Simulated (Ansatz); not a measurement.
# Titanium, fcc under PBE: ground state and equation of state, part 1 of 3

Aim: take titanium in the fcc structure, relax it, solve it on a dense k-mesh, then scale the cell to 7 volumes from 88 to 112 % of the relaxed one and try a fit of the equation of state. The start is ferromagnetic. The k-meshes are 13×13×13 for the relaxation; 22×22×22 for the dense run; 15×15×15 for the volumes.

This is Ti in the fcc structure; at room conditions it is hcp.

Method: DFT PBE, plane waves (420 eV) with PAW, scalar-relativistic, in Ansatz 0.2.0.

**1. The starting structure**

Symmetry: Fm-3m, No. 225, cubic system. The conventional cell has a = 4.134 Å, b = 4.134 Å, c = 4.134 Å, α = 90.00°, β = 90.00°, γ = 90.00°. Ti (site symmetry m-3m) has 12 Ti at 2.92 Å as nearest neighbours.

Coordinates:

```
Ti
1.0
     0.00000    2.06683    2.06683
     2.06683    0.00000    2.06683
     2.06683    2.06683    0.00000
Ti
1
Direct
  0.00000 0.00000 0.00000
```

Starting moments (μB): +1.

**2. Geometry optimisation**

Input file input.yaml:

```yaml
crystal:
  lattice:
    - [0.0, 2.0668332624, 2.0668332624]
    - [2.0668332624, 0.0, 2.0668332624]
    - [2.0668332624, 2.0668332624, 0.0]
  atoms:
    - { symbol: Ti, position: [0.0, 0.0, 0.0], spin: 1.0 }
hamiltonian:
  xc: pbe
  pseudopotentials:
    kind: paw
    azcp:
      Ti: "pseudopotentials/Ti.paw.azcp"
basis:
  ecutwfc: 420
  fft_grid_basis: typed
kpoints:
  mp_grid: { grid: [13, 13, 13], shift: [0, 0, 0] }
magnetization:
  spin_polarized: true
scf:
  occupations: { method: fermi_dirac, width: 0.05 }
relax:
  max_steps: 60
  f_tol: 0.01
  cell: {}
```

Started as:

```sh
$ ansatz run input.yaml --threads 2 --pin off --max-ram 6144MiB --backend cpu --events-out ev --progress --plain --runs-dir out
```

The log of the run:

```text
Warning: RAYON_NUM_THREADS=2 ignored (pool sized by the plan → 2); use --threads N
Engine: ansatz 0.2.0, aarch64-unknown-linux-gnu
Pseudopotentials: kind: paw
Pseudopotential: Ti, paw, valence charge 12, recommended cutoff 420 eV (normal), <dir>
Functional definition: PBE
  parameter kappa = 0.804
  parameter beta = 0.06672455060314922
  exchange = pbe_x(kappa = kappa, mu = beta*pi^2/3)
  correlation = pbe_c(beta = beta)
Crystal: 1 atoms, lattice volume = 17.658 Å³
Basis set: ecut = 420 eV, 331 PW (Γ), exchange–correlation on 40×40×40 points (8 copies of the dense FFT grid, shifted against one another)
Bands: 11, of which v1, the nominal top of the filled ones, is band 6 counted from 1 (5 counted from 0)
Symmetry: 48 space group operations
Space group: Fm-3m (ITA 225), of the structure as read, at distance tolerance 2.6e-5 Å
Magnetic group: BNS 225.116 (UNI 1618), of the structure as read, at distance tolerance 2.6e-5 Å
k-points: 84 of 2197
Non-local potential: Ti, projectors of the file, l = 0: 3, l = 1: 2, l = 2: 3, l = 3: 1
PAW form: soft (Blöchl's): semilocal exchange-correlation on the pseudo side does not see the compensation charge
PAW one-centre angular grid: Ti, 590 points (default); XC on 64 Gauss nodes
Initial density: superposition of atomic densities (chi_scale 0.1, normalization cell)
Starting moments: Σ|m| = 1 μB on 1 of 1 site
Initial wavefunctions: pseudopotential atomic-orbital guess
Functional: x = pbe(κ = 0.804, μ = 0.2195149727645171), c = pbe(β = 0.06672455060314922)
SCF iter   1: F=—  HF=-2499.759700 eV  |F-HF|=—  |Δ(HF+E_count)|=         —  Δρ=5.36e-2 (↑5.36e-2 ↓1.12e-2)  dr2=6.21e-1  dr2_m=1.11e-1  M=0.687 μB ∫|m|=0.687 μB  β_m=0.30  ethr=3.10e-3  ⟨swp⟩=4.4  Hψ=9007  notcnv=0
Mixer restart at iter 1: flushing history
preconditioner: auto → none  [metal: Δε(μ)=0.022 eV  Ē_g=6.200 eV  σ=0.050 eV  W_gap=0.11  n_scr=0 (ndim 8)  ℏωp=17.7 eV  f_vac=0.000  D(μ)=1.51/eV (n_scr^D=14)]
SCF iter   2: F=—  HF=-2499.470222 eV  |F-HF|=—  |Δ(HF+E_count)|=   2.89e-1  Δρ=2.72e-2 (↑2.72e-2 ↓1.28e-2)  dr2=7.55e-2  dr2_m=5.58e-2  M=0.667 μB ∫|m|=0.667 μB  β_m=0.40  ethr=3.10e-3  ⟨swp⟩=2.2  Hψ=4056  notcnv=0  defer=41
SCF iter   3: F=—  HF=-2499.593428 eV  |F-HF|=—  |Δ(HF+E_count)|=         —  Δρ=2.85e-2 (↑2.63e-2 ↓2.85e-2)  dr2=3.38e-3  dr2_m=1.20e-1  M=0.268 μB ∫|m|=0.268 μB  β_m=0.40  ethr=6.29e-4  ⟨swp⟩=2.6  Hψ=3186  notcnv=0  defer=42
Mixer restart at iter 3: flushing history
SCF iter   4: F=—  HF=-2499.599461 eV  |F-HF|=—  |Δ(HF+E_count)|=   6.03e-3  Δρ=1.95e-2 (↑1.74e-2 ↓1.95e-2)  dr2=1.40e-3  dr2_m=5.43e-2  M=0.218 μB ∫|m|=0.218 μB  β_m=0.70  ethr=2.82e-5  ⟨swp⟩=2.7  Hψ=3267  notcnv=0  defer=42
SCF iter   5: F=—  HF=-2499.614225 eV  |F-HF|=—  |Δ(HF+E_count)|=   1.48e-2  Δρ=2.75e-3 (↑2.75e-3 ↓1.85e-3)  dr2=3.08e-4  dr2_m=7.39e-4  M=0.074 μB ∫|m|=0.075 μB  β_m=0.76  ethr=1.17e-5  ⟨swp⟩=2.0  Hψ=3659  notcnv=0  defer=42
SCF iter   6: F=—  HF=-2499.615046 eV  |F-HF|=—  |Δ(HF+E_count)|=   8.21e-4  Δρ=1.37e-3 (↑1.04e-3 ↓1.37e-3)  dr2=1.70e-4  dr2_m=2.01e-4  M=0.043 μB ∫|m|=0.043 μB  β_m=0.75  ethr=2.57e-6  ⟨swp⟩=2.0  Hψ=3733  notcnv=0  defer=42
SCF iter   7: F=—  HF=-2499.615325 eV  |F-HF|=—  |Δ(HF+E_count)|=   2.79e-4  Δρ=4.45e-4 (↑4.45e-4 ↓3.85e-4)  dr2=2.73e-5  dr2_m=2.23e-5  M=0.017 μB ∫|m|=0.018 μB  β_m=0.88  ethr=1.42e-6  ⟨swp⟩=2.1  Hψ=2797  notcnv=0  defer=42
SCF iter   8: F=—  HF=-2499.615443 eV  |F-HF|=—  |Δ(HF+E_count)|=   1.18e-4  Δρ=2.07e-4 (↑2.07e-4 ↓1.63e-4)  dr2=2.50e-6  dr2_m=5.11e-6  M=0.006 μB ∫|m|=0.007 μB  β_m=0.94  ethr=2.27e-7  ⟨swp⟩=2.0  Hψ=2698  notcnv=0  defer=42
SCF iter   9: F=—  HF=-2499.615457 eV  |F-HF|=—  |Δ(HF+E_count)|=   1.38e-5  Δρ=1.30e-5 (↑1.30e-5 ↓7.57e-6)  dr2=4.21e-8  dr2_m=1.00e-8  M=0.000 μB ∫|m|=0.000 μB  β_m=0.95  ethr=2.08e-8  ⟨swp⟩=2.0  Hψ=2879  notcnv=0  defer=42
SCF iter  10: F=—  HF=-2499.615457 eV  |F-HF|=—  |Δ(HF+E_count)|=   9.01e-8  Δρ=1.72e-6 (↑1.72e-6 ↓1.18e-6)  dr2=7.69e-10  dr2_m=1.98e-10  M=-0.000 μB ∫|m|=0.000 μB  β_m=0.97  ethr=3.51e-10  ⟨swp⟩=2.2  Hψ=2669  notcnv=0  defer=42
SCF iter  11: F=—  HF=-2499.615457 eV  |F-HF|=—  |Δ(HF+E_count)|=   1.71e-9  Δρ=2.23e-7 (↑9.98e-8 ↓2.23e-7)  dr2=8.41e-12  dr2_m=3.14e-12  M=0.000 μB ∫|m|=0.000 μB  β_m=0.99  ethr=6.41e-12  ⟨swp⟩=2.3  Hψ=2793  notcnv=0  defer=42
SCF iter  12: F=-2499.615457 eV  HF=-2499.615457 eV  |F-HF|=1.36e-12  |Δ(HF+E_count)|=  1.00e-11  Δρ=4.20e-8 (↑4.20e-8 ↓2.32e-8)  dr2=6.02e-13  dr2_m=6.42e-14  M=0.000 μB ∫|m|=0.000 μB  ethr=1.00e-12  ⟨swp⟩=1.0  Hψ=4479  notcnv=0
WARN: the starting moments were not kept: the SCF closed with an absolute magnetisation of 8.0e-7 μB, where they sum to 1 μB in size (1 site). That is at most 0.1 of that sum. Measured as dr2_m measures the in/out step, that magnetisation stands 1.9e-13 eV from none, at or under the dr2_threshold of 1.0e-7 eV: it is no larger than a step whose dr2_m would equal this threshold. The system may hold no moment; this SCF shows only that its start led to no more than that. To try another start: raise the starting moments (crystal.atoms[].spin, magnetization.per_species, magnetization.initial_magnetization, or on a non-collinear deck that types none of these the spinor_matrix: blocks that start its atoms; where the total moment is fixed, keep their sum and leave initial_magnetization as it is; typed ones take the place of any that the run laid by itself, positive ones on a crystal's lanthanoids without a Hubbard term where scf.initial_density.shell_occupations: [] is typed) or, if the notice of its spin-set hold's release reads "site moments contracting" or "site moments show no strong build", lengthen the hold (scf.mixing.spin_hold: { on: { confirm: 4 } }; for m-r²SCAN on two components see the key's manual first). Each may lead to a state that holds a moment. A second SCF, from the converged charge density, with the starting moments and any scf.initial_density.shell_occupations laid on it anew, would have followed, and was not run: the deck does not ask for one (magnetization.retry_lost_moments is false, the default). To let it run, set magnetization.retry_lost_moments: true and run the deck again, where that key's refused combinations let it; where memory then withholds it, that run's warning says so.
SCF 1 converged in 12 iterations: F = -2499.615457 eV  dr2 = 6.02e-13
relax step   1: F+E_penalty+E_count = -2499.61545723 eV  Δ(F+E_penalty+E_count) = +0.000e0 eV  max|allowed force component| = 0.000e0 eV/Å  Δτ_max = 0.0000 Å  P = -1.708 GPa  Ω = 17.658 Å³  (12 SCF iters, dr2 threshold 1.00e-7 eV, accepted)
Crystal: 1 atoms, lattice volume = 17.090 Å³
Initial density: handed on by an earlier stage of this run
Starting moments: Σ|m| = 1 μB on 1 of 1 site; this step starts from the density that it was given
Initial wavefunctions: those handed on with the density
iter 1 solved again at ethr=1.45e-5 eV; its pass at ethr=3.10e-3 eV (dr2=1.74e-3 eV) is discarded
SCF iter   1: F=—  HF=-2499.613642 eV  |F-HF|=—  |Δ(HF+E_count)|=         —  Δρ=2.13e-3 (↑2.13e-3 ↓1.28e-3)  dr2=1.72e-3  dr2_m=1.39e-4  M=0.018 μB ∫|m|=0.018 μB  β_m=0.65  ethr=1.45e-5  ⟨swp⟩=1.0  Hψ=12499  notcnv=0
preconditioner: auto → none  [metal: Δε(μ)=0.015 eV  Ē_g=5.857 eV  σ=0.050 eV  W_gap=0.07  n_scr=0 (ndim 8)  ℏωp=18.0 eV  f_vac=0.000  D(μ)=1.48/eV (n_scr^D=14)]
SCF iter   2: F=—  HF=-2499.613230 eV  |F-HF|=—  |Δ(HF+E_count)|=   4.13e-4  Δρ=1.38e-3 (↑9.23e-4 ↓1.38e-3)  dr2=4.98e-4  dr2_m=5.91e-5  M=0.011 μB ∫|m|=0.011 μB  β_m=0.38  ethr=1.43e-5  ⟨swp⟩=2.2  Hψ=3525  notcnv=0
SCF iter   3: F=—  HF=-2499.613751 eV  |F-HF|=—  |Δ(HF+E_count)|=   5.22e-4  Δρ=6.80e-4 (↑5.67e-4 ↓6.80e-4)  dr2=3.05e-5  dr2_m=4.79e-5  M=0.010 μB ∫|m|=0.010 μB  β_m=0.69  ethr=4.15e-6  ⟨swp⟩=2.6  Hψ=3275  notcnv=0
SCF iter   4: F=—  HF=-2499.615111 eV  |F-HF|=—  |Δ(HF+E_count)|=   1.36e-3  Δρ=4.04e-4 (↑1.71e-4 ↓4.04e-4)  dr2=3.64e-5  dr2_m=7.62e-6  M=0.004 μB ∫|m|=0.004 μB  β_m=0.84  ethr=2.54e-7  ⟨swp⟩=2.0  Hψ=2829  notcnv=0
SCF iter   5: F=—  HF=-2499.615442 eV  |F-HF|=—  |Δ(HF+E_count)|=   3.30e-4  Δρ=7.05e-5 (↑4.74e-5 ↓7.05e-5)  dr2=1.95e-6  dr2_m=1.73e-7  M=0.001 μB ∫|m|=0.001 μB  β_m=0.92  ethr=2.54e-7  ⟨swp⟩=2.0  Hψ=2868  notcnv=0
SCF iter   6: F=—  HF=-2499.615458 eV  |F-HF|=—  |Δ(HF+E_count)|=   1.62e-5  Δρ=2.38e-5 (↑1.41e-5 ↓2.38e-5)  dr2=1.88e-7  dr2_m=2.13e-8  M=0.000 μB ∫|m|=0.000 μB  β_m=0.96  ethr=1.62e-8  ⟨swp⟩=2.0  Hψ=2769  notcnv=0
SCF iter   7: F=—  HF=-2499.615459 eV  |F-HF|=—  |Δ(HF+E_count)|=   9.89e-7  Δρ=2.76e-6 (↑2.76e-6 ↓2.36e-6)  dr2=3.97e-9  dr2_m=2.09e-10  M=0.000 μB ∫|m|=0.000 μB  β_m=0.98  ethr=1.57e-9  ⟨swp⟩=2.0  Hψ=2888  notcnv=0
iter 8 did not close the SCF: its close was put off for a magnetic moment that had not settled (scf_convergence_deferred on its scf_iter line)
SCF iter   8: F=-2499.615459 eV  HF=-2499.615459 eV  |F-HF|=3.95e-9  |Δ(HF+E_count)|=   1.91e-8  Δρ=2.76e-6 (↑2.76e-6 ↓2.54e-6)  dr2=5.16e-9  dr2_m=3.57e-11  M=0.000 μB ∫|m|=0.000 μB  β_m=0.99  ethr=3.30e-11  ⟨swp⟩=1.1  Hψ=5399  notcnv=0
SCF iter   9: F=-2499.615459 eV  HF=-2499.615459 eV  |F-HF|=1.09e-11  |Δ(HF+E_count)|=   1.44e-9  Δρ=1.46e-7 (↑1.46e-7 ↓1.34e-7)  dr2=1.44e-11  dr2_m=2.09e-14  M=0.000 μB ∫|m|=0.000 μB  ethr=3.30e-11  ⟨swp⟩=1.0  Hψ=5277  notcnv=0
the starting moments were not kept: the SCF closed with an absolute magnetisation of 1.4e-7 μB, where they sum to 1 μB in size (1 site). That is at most 0.1 of that sum. Measured as dr2_m measures the in/out step, that magnetisation stands 7.5e-15 eV from none, at or under the dr2_threshold of 1.0e-7 eV: it is no larger than a step whose dr2_m would equal this threshold.
SCF 2 converged in 9 iterations: F = -2499.615459 eV  dr2 = 1.44e-11
relax step   2: F+E_penalty+E_count = -2499.61545870 eV  Δ(F+E_penalty+E_count) = -1.471e-6 eV  max|allowed force component| = 0.000e0 eV/Å  Δτ_max = 0.0000 Å  P = +1.824 GPa  Ω = 17.090 Å³  energy of the carried Pulay correction = +4.999e-5 eV  (9 SCF iters, dr2 threshold 1.00e-7 eV, rejected (line search))
Crystal: 1 atoms, lattice volume = 17.379 Å³
iter 1 solved again at ethr=3.36e-6 eV; its pass at ethr=3.10e-3 eV (dr2=4.04e-4 eV) is discarded
SCF iter   1: F=—  HF=-2499.616536 eV  |F-HF|=—  |Δ(HF+E_count)|=         —  Δρ=1.08e-3 (↑1.08e-3 ↓6.68e-4)  dr2=4.63e-4  dr2_m=3.68e-5  M=-0.010 μB ∫|m|=0.010 μB  β_m=0.65  ethr=3.36e-6  ⟨swp⟩=2.2  Hψ=12312  notcnv=0
preconditioner: auto → none  [metal: Δε(μ)=0.005 eV  Ē_g=5.713 eV  σ=0.050 eV  W_gap=0.03  n_scr=0 (ndim 8)  ℏωp=17.8 eV  f_vac=0.000  D(μ)=1.47/eV (n_scr^D=14)]
SCF iter   2: F=—  HF=-2499.616423 eV  |F-HF|=—  |Δ(HF+E_count)|=   1.13e-4  Δρ=7.22e-4 (↑4.82e-4 ↓7.22e-4)  dr2=1.41e-4  dr2_m=1.62e-5  M=-0.006 μB ∫|m|=0.006 μB  β_m=0.38  ethr=3.36e-6  ⟨swp⟩=2.0  Hψ=3379  notcnv=0
SCF iter   3: F=—  HF=-2499.616564 eV  |F-HF|=—  |Δ(HF+E_count)|=   1.41e-4  Δρ=3.50e-4 (↑2.96e-4 ↓3.50e-4)  dr2=8.42e-6  dr2_m=1.30e-5  M=-0.005 μB ∫|m|=0.005 μB  β_m=0.69  ethr=1.17e-6  ⟨swp⟩=2.6  Hψ=2818  notcnv=0
SCF iter   4: F=—  HF=-2499.616929 eV  |F-HF|=—  |Δ(HF+E_count)|=   3.65e-4  Δρ=2.06e-4 (↑8.67e-5 ↓2.06e-4)  dr2=9.29e-6  dr2_m=2.10e-6  M=-0.002 μB ∫|m|=0.002 μB  β_m=0.84  ethr=7.01e-8  ⟨swp⟩=2.0  Hψ=2817  notcnv=0
SCF iter   5: F=—  HF=-2499.617016 eV  |F-HF|=—  |Δ(HF+E_count)|=   8.62e-5  Δρ=4.23e-5 (↑2.64e-5 ↓4.23e-5)  dr2=7.00e-7  dr2_m=5.65e-8  M=-0.001 μB ∫|m|=0.001 μB  β_m=0.92  ethr=7.01e-8  ⟨swp⟩=2.0  Hψ=2837  notcnv=0
SCF iter   6: F=—  HF=-2499.617020 eV  |F-HF|=—  |Δ(HF+E_count)|=   4.65e-6  Δρ=1.26e-5 (↑7.28e-6 ↓1.26e-5)  dr2=4.96e-8  dr2_m=6.71e-9  M=-0.000 μB ∫|m|=0.000 μB  β_m=0.96  ethr=5.83e-9  ⟨swp⟩=2.0  Hψ=2779  notcnv=0
SCF iter   7: F=—  HF=-2499.617020 eV  |F-HF|=—  |Δ(HF+E_count)|=   2.62e-7  Δρ=1.78e-6 (↑1.78e-6 ↓1.48e-6)  dr2=1.70e-9  dr2_m=7.82e-11  M=-0.000 μB ∫|m|=0.000 μB  β_m=0.98  ethr=4.13e-10  ⟨swp⟩=2.0  Hψ=2893  notcnv=0
SCF iter   8: F=—  HF=-2499.617020 eV  |F-HF|=—  |Δ(HF+E_count)|=   5.89e-9  Δρ=9.70e-7 (↑9.70e-7 ↓8.20e-7)  dr2=5.59e-10  dr2_m=1.19e-11  M=-0.000 μB ∫|m|=0.000 μB  β_m=0.99  ethr=1.41e-11  ⟨swp⟩=2.9  Hψ=2791  notcnv=0
SCF iter   9: F=—  HF=-2499.617020 eV  |F-HF|=—  |Δ(HF+E_count)|=   1.62e-9  Δρ=7.04e-8 (↑7.04e-8 ↓6.89e-8)  dr2=3.66e-12  dr2_m=6.43e-15  M=-0.000 μB ∫|m|=0.000 μB  β_m=1.00  ethr=4.66e-12  ⟨swp⟩=2.0  Hψ=2796  notcnv=0
SCF iter  10: F=-2499.617020 eV  HF=-2499.617020 eV  |F-HF|=4.55e-13  |Δ(HF+E_count)|=  9.09e-12  Δρ=2.28e-8 (↑2.19e-8 ↓2.28e-8)  dr2=3.93e-13  dr2_m=3.61e-16  M=0.000 μB ∫|m|=0.000 μB  ethr=1.00e-12  ⟨swp⟩=3.4  Hψ=6390  notcnv=0
the starting moments were not kept: the SCF closed with an absolute magnetisation of 3.8e-8 μB, where they sum to 1 μB in size (1 site). That is at most 0.1 of that sum. Measured as dr2_m measures the in/out step, that magnetisation stands 3.6e-16 eV from none, at or under the dr2_threshold of 1.0e-11 eV: it is no larger than a step whose dr2_m would equal this threshold.
SCF 3 converged in 10 iterations: F = -2499.617020 eV  dr2 = 3.93e-13
relax step   3: F+E_penalty+E_count = -2499.61702049 eV  Δ(F+E_penalty+E_count) = -1.563e-3 eV  max|allowed force component| = 0.000e0 eV/Å  Δτ_max = 0.0000 Å  P = -0.038 GPa  Ω = 17.379 Å³  energy of the carried Pulay correction = +2.438e-5 eV  (10 SCF iters, accepted)
Initial wavefunctions: pseudopotential atomic-orbital guess (no wavefunctions were taken with the density)
iter 1 solved again at ethr=2.14e-9 eV; its pass at ethr=3.10e-3 eV (dr2=2.57e-7 eV) is discarded
SCF iter   1: F=—  HF=-2499.616995 eV  |F-HF|=—  |Δ(HF+E_count)|=         —  Δρ=7.43e-6 (↑7.43e-6 ↓7.43e-6)  dr2=5.48e-9  dr2_m=8.70e-16  M=0.000 μB ∫|m|=0.000 μB  β_m=0.65  ethr=2.14e-9  ⟨swp⟩=3.0  Hψ=14849  notcnv=0
preconditioner: auto → none  [metal: Δε(μ)=0.074 eV  Ē_g=5.731 eV  σ=0.050 eV  W_gap=0.32  n_scr=0 (ndim 8)  ℏωp=17.8 eV  f_vac=0.000  D(μ)=1.49/eV (n_scr^D=14)]
SCF iter   2: F=—  HF=-2499.616996 eV  |F-HF|=—  |Δ(HF+E_count)|=   1.07e-9  Δρ=2.52e-6 (↑2.52e-6 ↓2.52e-6)  dr2=6.01e-10  dr2_m=5.27e-16  M=0.000 μB ∫|m|=0.000 μB  β_m=0.59  ethr=4.56e-11  ⟨swp⟩=2.3  Hψ=2765  notcnv=0
SCF iter   3: F=—  HF=-2499.616996 eV  |F-HF|=—  |Δ(HF+E_count)|=   1.46e-9  Δρ=5.20e-7 (↑5.20e-7 ↓5.19e-7)  dr2=9.66e-11  dr2_m=6.71e-17  M=0.000 μB ∫|m|=0.000 μB  β_m=0.62  ethr=5.01e-12  ⟨swp⟩=3.0  Hψ=2756  notcnv=0
SCF iter   4: F=—  HF=-2499.616996 eV  |F-HF|=—  |Δ(HF+E_count)|=  4.11e-10  Δρ=2.85e-7 (↑2.85e-7 ↓2.85e-7)  dr2=2.76e-11  dr2_m=3.68e-17  M=0.000 μB ∫|m|=0.000 μB  β_m=0.81  ethr=1.00e-12  ⟨swp⟩=2.7  Hψ=2769  notcnv=0
SCF iter   5: F=—  HF=-2499.616996 eV  |F-HF|=—  |Δ(HF+E_count)|=  3.85e-10  Δρ=6.65e-8 (↑6.64e-8 ↓6.65e-8)  dr2=3.43e-12  dr2_m=9.11e-18  M=0.000 μB ∫|m|=0.000 μB  β_m=0.90  ethr=1.00e-12  ⟨swp⟩=2.7  Hψ=2712  notcnv=0
SCF iter   6: F=-2499.616996 eV  HF=-2499.616996 eV  |F-HF|=0.00e0  |Δ(HF+E_count)|=  2.68e-11  Δρ=3.32e-8 (↑3.30e-8 ↓3.32e-8)  dr2=8.57e-13  dr2_m=1.41e-18  M=0.000 μB ∫|m|=0.000 μB  ethr=1.00e-12  ⟨swp⟩=3.2  Hψ=6348  notcnv=0
the starting moments were not kept: the SCF closed with an absolute magnetisation of 3.1e-9 μB, where they sum to 1 μB in size (1 site). That is at most 0.1 of that sum. Measured as dr2_m measures the in/out step, that magnetisation stands 3.0e-18 eV from none, at or under the dr2_threshold of 1.0e-11 eV: it is no larger than a step whose dr2_m would equal this threshold.
SCF 4 converged in 6 iterations: F = -2499.616996 eV  dr2 = 8.57e-13
relax step   4: F+E_penalty+E_count = -2499.61699550 eV  Δ(F+E_penalty+E_count) = +2.499e-5 eV  max|allowed force component| = 0.000e0 eV/Å  Δτ_max = 0.0000 Å  P = -0.035 GPa  Ω = 17.379 Å³  stress off target by 3.47e-2 GPa  SCF on the basis re-selected at this cell (its energy is not comparable with the rows above)  (6 SCF iters)
basis re-selected at this cell: Δ(F+E_penalty+E_count) = +2.499e-5 eV, ΔP = +0.003 GPa vs the last step (what re-selecting the basis moved, of the pressure what is left beyond the Pulay correction that the steps carried, after the strain that the cell walked since its last selection, with what the two solves' SCF thresholds leave and, on support functions, any second-order correction that the steps lacked; it is no measure of the basis error at this ecutwfc). This SCF's stress stands 3.47e-2 GPa from its target on what of the cell is left free (relax.cell.stress_tol is 5.00e-2 GPa) and its largest allowed force component is 0.00e0 eV/Å (relax.f_tol is 1.00e-2 eV/Å): within both
SCF converged after 6 iterations
Magnetization: 0.0000 μB (6.0000 up, 6.0000 down)
Absolute magnetization: 0.0000 μB (∫|ρ↑−ρ↓|, with the PAW one-centre terms)
Spin contamination: 0.0000 ħ² per cell (⟨S²⟩ above its minimum at these occupations)
Per-site moments (μB) at R_I (Å): [(2.390333056510589e-9, 1.199326009573438)]
Free energy (F): -2499.616996 eV
Harris-Foulkes:  -2499.616996 eV  (|F-HF|=0.00e0)
Internal energy: -2499.604252 eV  (E = F + TS)
E sigma→0 (E₀):  -2499.610624 eV
Entropy (-TS):   -0.012744 eV (-12.744 meV/atom)
Fermi energy:    13.247354 eV
--- Per-component energies (eV) ---
  E_band       = -157.240646
  E_kinetic    = 272.495108
  E_local      = -813.201667  (includes V_loc(G=0)·N_el)
  E_nonlocal   = 8.147780
  E_hartree    = 334.084908
  E_xc         = -97.440723
  E_vxc        = -121.902927  (∫ρ·V_xc dr)
  E_paw        = -1047.624705  (= ΣΔE_a)
  E_vpaw       = -170.948828  (= ΣTr[D̂ρ^β])
  E_aug_tail   = 0.000104  (compensation charges beyond the density's cutoff)
  E_ewald      = -1156.065057
  E_smearing   = -0.012744  (= −TS)
  E_closure    = 0.000000  (closes the sum)
  Σ components = -2499.616996   (vs F -2499.616996, Δ=0.00e0)
--- Forces (eV/Å), atoms counted from 1 ---
  atom   1  Ti    -0.00000000    -0.00000000    -0.00000000
  max |Σ_I F_I| component: 3.49e-32 eV/Å
--- Stress (GPa, compression-positive) ---
       -0.034667       0.000000       0.000000
        0.000000      -0.034667       0.000000
        0.000000       0.000000      -0.034667
  P = ⅓ Tr σ = -0.0347 GPa (-0.347 kbar)
--- Relaxed structure (3 steps of the walk, 2 accepted, 1 SCFs on fresh bases) ---
  F+E_penalty+E_count = -2499.61699550 eV   max|allowed force component| = 0.000e0 eV/Å   (the final SCF, on the basis selected at the relaxed cell)
  cell:  # Å, volume = 17.3790 Å³
    - [1.2738430082238973e-34, 2.0558825556915883, 2.0558825556915883]
    - [2.0558825556915883, 2.0381488131582358e-34, 2.0558825556915883]
    - [2.0558825556915883, 2.0558825556915883, 2.8024546180925743e-34]
  atoms:
    - { symbol: Ti, position: [0.0, 0.0, 0.0] }
```

It took 4 s on 2 threads of Arm Neoverse V2, shared host; peak memory 0.28 GiB.

The steps of the relaxation:

```
step  energy change (meV/atom)  largest force (eV/Å)  pressure (GPa)  volume (Å³/atom)  accepted
   1                      0.00                0.0000           -1.71            17.658       yes
   2                      0.00                0.0000            1.82            17.090        no
   3                     -1.56                0.0000           -0.04            17.379       yes
   4                     -1.54                0.0000           -0.03            17.379       yes
```

Steps that repeat a cell are solved on a basis chosen anew, so their changes of energy are no gain of the relaxation.

The cell of the run, before and after:

|  | before | after | change |
| --- | --- | --- | --- |
| a (Å) | 2.923 | 2.907 | -0.5 % |
| b (Å) | 2.923 | 2.907 | -0.5 % |
| c (Å) | 2.923 | 2.907 | -0.5 % |
| volume (Å³/atom) | 17.658 | 17.379 | -1.6 % |
| shortest distance (Å) | 2.923 | 2.907 | -0.5 % |
| space group (spins left aside) | Fm-3m | Fm-3m | same |

(Continued in part 2 of 3.)
